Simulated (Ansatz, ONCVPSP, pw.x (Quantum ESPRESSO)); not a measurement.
# pw.x on fcc Fe: one setting changed

Potential: optimised norm-conserving Vanderbilt (ONCV), ONCVPSP 4.0.1.1 (patched build), LDA (Perdew-Wang 92); core [Ne], reference 3s2 3p6 3d6 4s1.5 4p0.5; waves: 3s+4s: rc 1.35 bohr, ncon 3, nbas 8, qcut 8.7 1/bohr, 2 projectors; 3p+4p: rc 1.40 bohr, ncon 4, nbas 7, qcut 9.9 1/bohr, 3 projectors, debl 2.4 Ha; 3d: rc 1.65 bohr, ncon 3, nbas 8, qcut 11.1 1/bohr, 3 projectors, debl 0.9 Ha; local part: polynomial inside 1.15 bohr (lpopt 3, dvloc0 6 Ha); core correction: Teter function, fcfact 5.25, rcfact 1.55.

The reference run (k-mesh 17³, cutoffs 110/440 Ry, Fermi–Dirac 0.01 Ry, mixing_beta 0.4, conv_thr 1e-9, no spin) gives -2.11 GPa at 9.609 Å³/atom, where all-electron LAPW gives 0.65 GPa. This run, with its own iteration cap, changes ecutrho/ecutwfc to 3.

```
&control
  calculation='scf', prefix='x', pseudo_dir='./', outdir='./tmp', tstress=.true., disk_io='none'
/
&system
  ibrav=0, nat=1, ntyp=1, ecutwfc=110, ecutrho=330, nbnd=16,
  occupations='smearing', smearing='fd', degauss=0.01
/
&electrons
  conv_thr=1e-09, mixing_beta=0.4, electron_maxstep=60
/
ATOMIC_SPECIES
Fe 1.0 Fe.UPF
CELL_PARAMETERS angstrom
  0.00000000 1.68739231 1.68739231
  1.68739231 0.00000000 1.68739231
  1.68739231 1.68739231 0.00000000
ATOMIC_POSITIONS crystal
Fe 0.0000 0.0000 0.0000
K_POINTS automatic
17 17 17 0 0 0
```

```bash
pw.x < Fe.scf.in > Fe.scf.out
```

Q: How does the run end?

A: It converges in 8 iterations; the free energy moves by +0.0 meV/atom and the pressure by +0.00 GPa. Below 4 the density is truncated and F is no longer variational, so a small shift in one case is no licence.

```
Message from routine set_cutoff:
     ecutrho < 4*ecutwfc, are you sure?
     Message from routine setup:
     using ibrav=0 with symmetry is DISCOURAGED, use correct ibrav instead
     lattice parameter (alat)  =       4.5095  a.u.
     unit-cell volume          =      64.8447 (a.u.)^3
     number of electrons       =        16.00
     number of Kohn-Sham states=           16
     kinetic-energy cutoff     =     110.0000  Ry
     charge density cutoff     =     330.0000  Ry
     scf convergence threshold =      1.0E-09
     Exchange-correlation= SLA  PW   NOGX NOGC
     number of k points=   165  Fermi-Dirac smearing, width (Ry)=  0.0100
     iteration #  1     ecut=   110.00 Ry     beta= 0.40
     total energy              =    -255.62754891 Ry
     estimated scf accuracy    <       0.09062759 Ry
     iteration #  2     ecut=   110.00 Ry     beta= 0.40
     total energy              =    -255.65155851 Ry
     estimated scf accuracy    <       0.00792575 Ry
     iteration #  3     ecut=   110.00 Ry     beta= 0.40
     total energy              =    -255.65308110 Ry
     estimated scf accuracy    <       0.00015570 Ry
     [... 2 iterations left out ...]
     iteration #  6     ecut=   110.00 Ry     beta= 0.40
     total energy              =    -255.65309615 Ry
     estimated scf accuracy    <       0.00000003 Ry
     iteration #  7     ecut=   110.00 Ry     beta= 0.40
     total energy              =    -255.65309615 Ry
     estimated scf accuracy    <          3.2E-09 Ry
     iteration #  8     ecut=   110.00 Ry     beta= 0.40
     the Fermi energy is    22.0957 ev
!    total energy              =    -255.65309615 Ry
     estimated scf accuracy    <          1.4E-10 Ry
     smearing contrib. (-TS)   =      -0.00711434 Ry
     The total energy is F=E-TS. E is the sum of the following terms:
     one-electron contribution =     -88.57002582 Ry
     hartree contribution      =      56.51382422 Ry
     xc contribution           =     -39.54592904 Ry
     ewald contribution        =    -184.04385117 Ry
     convergence has been achieved in   8 iterations
          total   stress  (Ry/bohr**3)                   (kbar)     P=      -21.03
     Message from routine punch:
     Nothing written, as per user request (disk_io='none')
```

The run took about 66 s on one core of a shared host (Neoverse-N1, 64 threads, 124 GiB, load 48).
